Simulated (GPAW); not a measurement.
Runs of GPAW 26.7.0 on PbS (Galena). It takes space group Fm-3m (No. 225, cubic). Conventional cell: a = 5.931 Å, b = 5.931 Å, c = 5.931 Å, α = 90.00°, β = 90.00°, γ = 90.00°. Around Pb (site symmetry m-3m) lie 6 S at 2.97 Å. S (site symmetry m-3m) is surrounded by 6 Pb at 2.97 Å. 

```csv
task,level,potentials or basis,spin,cell,k mesh,band path,band points,spin axis theta (degrees),spin axis phi (degrees),soc after scf,gap on the mesh (eV),pressure (GPa),V0 of scaled cells (Å³/atom),B0 (GPa)
band structure,PBE,"GPAW PAW data sets (gpaw-data 1.2.1), pw","SOC, no magnetisation",as given,6 × 6 × 6,"GXWKGLUWLK,UX",80,0,0,second variation,0.28,(b),-,-
band structure,PBE,"JTH PAW 2.0, PBE, pw",off,as given,6 × 6 × 6,"GXWKGLUWLK,UX",60,-,-,-,(c),2.1,-,-
single point,PBEsol,"PAW data sets generated in the run's folder for this functional, pw",off,as given,8 × 8 × 8,-,-,-,-,-,0.20,-1.1,-,-
equation of state,PBEsol,"PAW data sets generated in the run's folder for this functional, pw",off,as given,8 × 8 × 8,-,-,-,-,-,-,-,25.60,59
equation of state,SOGGA,"PAW data sets generated in the run's folder for this functional, pw",off,as given,6 × 6 × 6,-,-,-,-,-,-,-,(a),57
single point,PBEsol,"PAW data sets generated in the run's folder for this functional, pw",off,"atoms moved at random, drawn with an rms of 0.05 Å",8 × 8 × 8,-,-,-,-,-,0.20,-1.1,-,-
```

Alike in all rows: cutoff (eV) 600; smearing fermi-dirac 0.05 eV.

Fill in the values left out.

(a) 25.50; (b) 2.0; (c) 0.37.

Caveats: spin-orbit coupling is left out, which as a rule narrows the gap of such compounds by several tenths of an eV (some runs); spin-orbit coupling was added after a scalar SCF, so levels and gaps hold it while energy, forces, pressure and moments don't (some runs); this program's spin-orbit splittings come out too wide for heavy elements (some runs); the program truncates these outside data sets (some runs).

A k mesh can miss the band edges, and rows without SOC leave out spin-orbit coupling on Pb.
